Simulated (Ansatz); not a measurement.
# Mg₅H₂O₆: ¹⁷O NMR of the central transition

Cell: a Materials Project structure (computed, not necessarily an observed phase), taken as it stands.

Space group P-3m1 (No. 164); a = 3.0067, c = 14.5382 Å, γ = 120.00°.

| site | Wyckoff | site symmetry | x | y | z |
| --- | --- | --- | --- | --- | --- |
| Mg1 | 2d | 3m. | 0.6667 | 0.3333 | 0.1669 |
| Mg3 | 2d | 3m. | 0.3333 | 0.6667 | 0.3339 |
| Mg5 | 1b | -3m. | 0.0000 | 0.0000 | 0.5000 |
| H | 2d | 3m. | 0.3333 | 0.6667 | 0.0277 |
| O8 | 2d | 3m. | 0.3333 | 0.6667 | 0.5831 |
| O10 | 2c | 3m. | 0.0000 | 0.0000 | 0.7494 |
| O11 | 2d | 3m. | 0.6667 | 0.3333 | 0.9063 |

One atom of each set is listed.

Method: Kohn–Sham DFT in Ansatz, PBEsol, plane waves and PAW, scalar-relativistic, 420 eV cutoff, Γ-centred 8×8×2 k-points, Fermi–Dirac smearing 0.02 eV.

¹⁷O has I = 5/2 and Q = -25.58 mb (Pyykkö 2018); at 23.5 T its Larmor frequency is ν₀ = 135.7 MHz. Only the quadrupole interaction is simulated: positions count from each site's isotropic chemical shift, and J coupling is left out, as are shift anisotropy and dipolar coupling, which fast spinning averages.

Problem. Give C_Q, η, the quadrupolar product P_Q = |C_Q|(1 + η²/3)^½, the second-order isotropic shift and the breadth of the pattern (fast magic-angle spinning) for each O site.

Solution. 

```
site                    first shell  C_Q (MHz)     η  P_Q (MHz)  δ_QIS (ppm)  breadth (kHz)
  O8                 6 Mg at 2.11 Å      0.241  0.00      0.241      -0.0190        0.00552
 O10                 6 Mg at 2.12 Å      0.387  0.00      0.387      -0.0488         0.0142
 O11  1 H at 0.96 Å, 3 Mg at 2.04 Å      -8.24  0.00       8.24        -22.1           6.43
```

δ_QIS = −(ν_Q²/30ν₀²)[I(I+1) − 3/4](1 + η²/3) × 10⁶ ppm with ν_Q = 3|C_Q|/[2I(2I−1)]; it falls as 1/B₀² in ppm, and the breadth as 1/B₀ in kHz.

An axis of threefold or higher order runs through O8, O10 and O11, so V_zz lies along it and η is zero.

The largest force is 0.5 eV/Å, so the atoms aren't at the calculated equilibrium and relaxing them would move these values.
